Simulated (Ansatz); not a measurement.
# Pb: the cost of one run

Program: Ansatz 0.2.0. Level of theory: DFT PBEsol, scalar-relativistic, plane waves, PAW. These are calculated values, not measurements.

The COD entry's cell or inner coordinates are ideal or old and differ from later refinements, so a difference from it is no clean test against experiment.

1 further run of the same task is left out (set aside as unsound or not needed).

### Step 1. The structure to begin with

It takes space group Fm-3m (No. 225, cubic). Conventional cell: a = 4.940 Å, b = 4.940 Å, c = 4.940 Å, α = 90.00°, β = 90.00°, γ = 90.00°. Pb (site symmetry m-3m) has 12 Pb at 3.49 Å as nearest neighbours.

As a file:

```cif
data_structure
_symmetry_space_group_name_H-M 'Fm-3m'
_symmetry_Int_Tables_number 225
_cell_length_a 4.9396
_cell_length_b 4.9396
_cell_length_c 4.9396
_cell_angle_alpha 90.000
_cell_angle_beta 90.000
_cell_angle_gamma 90.000
_cell_volume 120.52
loop_
_atom_site_label
_atom_site_type_symbol
_atom_site_symmetry_multiplicity
_atom_site_Wyckoff_symbol
_atom_site_fract_x
_atom_site_fract_y
_atom_site_fract_z
_atom_site_occupancy
Pb1 Pb 4 a 0.00000 0.00000 0.00000 1
```

The structure comes from the Crystallography Open Database.

### Step 2. A distortion of lower symmetry

Against the listed cell: strain xx, yy, zz, yz, xz, xy = +0.3, +0.3, -8.7, +0.0, +0.0, +0.0 %.

Contents of input.yaml:

```yaml
crystal:
  lattice:
    - [0.0, 2.478147924, 2.255865924]
    - [2.478147924, 0.0, 2.255865924]
    - [2.478147924, 2.478147924, 0.0]
  atoms:
    - { symbol: Pb, position: [0.0, 0.0, 0.0] }
basis:
  ecutwfc: 420
kpoints:
  mp_grid: { grid: [14, 14, 14] }
hamiltonian:
  xc: pbesol
scf:
  occupations: { method: gaussian, width: 0.1 }
output:
  forces: true
  stress: true
  eigenvalues: true
```

Run with:

```
$ ansatz run input.yaml --threads 1 --pin off --max-ram 1331MiB --backend cpu --events-out ev --progress --plain --runs-dir out
```

Q: Estimate wall time and peak memory on 1 thread of an x86-64 CPU, shared host.

About 8.6 s, with a peak of 0.37 GiB.
